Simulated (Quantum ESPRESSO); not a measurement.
Runs of Quantum ESPRESSO 7.5 on Al2O3. The structure is trigonal, space group P-3m1 (No. 164). The conventional cell has a = 3.017 Å, b = 3.017 Å, c = 7.575 Å, α = 90.00°, β = 90.00°, γ = 120.00°. Al (site symmetry 3m) is surrounded by 4 O at 1.68 to 1.84 Å. O (site symmetry -3m) is surrounded by 2 Al at 1.68 Å. O (site symmetry 3m) is surrounded by 3 Al at 1.84 Å. Measurements of this composition are mostly on another form, of space group No. 167.

```csv
task,level,potentials or basis,k mesh,cutoff (eV),form of the LDA correlation,SCF threshold,symmetry,gap on the mesh (eV),pressure (GPa),V0 of scaled cells (Å³/atom),B0 (GPa),largest force (eV/Å)
band structure,LDA,GBRV 1.5 LDA,10 × 10 × 4,612,PZ81,1e-09 Ry,-,2.21,-7.3,-,-,0.40
band structure,PBE,SSSP 1.3 efficiency PBE,10 × 10 × 4,748,-,1e-09 Ry,-,2.31,0.1,-,-,0.06
equation of state,PBEsol,GBRV 1.5 PBEsol,10 × 10 × 4,612,-,1e-09 Ry,-,-,-,11.72,170,-
band structure,r2SCAN,SG15 PBE 1.2,8 × 8 × 3,1197,-,1e-08 Ry,off,2.93,-5.0,-,-,0.46
single point,PBE,SSSP 1.3 efficiency PBE,10 × 10 × 4,748,-,1e-09 Ry,-,2.31,0.1,-,-,0.06
equation of state,PBE,SSSP 1.3 efficiency PBE,10 × 10 × 4,748,-,1e-09 Ry,-,-,-,11.96,(a),-
equation of state,LDA,GBRV 1.5 LDA,10 × 10 × 4,612,PZ81,1e-09 Ry,-,-,-,11.44,180,-
band structure,PBEsol,GBRV 1.5 PBEsol,10 × 10 × 4,612,-,1e-09 Ry,-,(b),-3.2,-,-,0.16
```

Alike in all rows: no spin polarisation; cell as given; smearing fermi-dirac 0.05 eV.

Fill in the values left out.

(a) 163; (b) 2.22.

Caveats: the cell was scaled at fixed shape and fractional positions, which overstates the stiffness of a crystal with free parameters, most of all of layers and chains (some runs); some levels on the path didn't converge (some runs); the potentials were made for another functional, which shifts forces and pressure (some runs).

A k mesh can miss the band edges.

The runs don't all hold the same shells in valence.
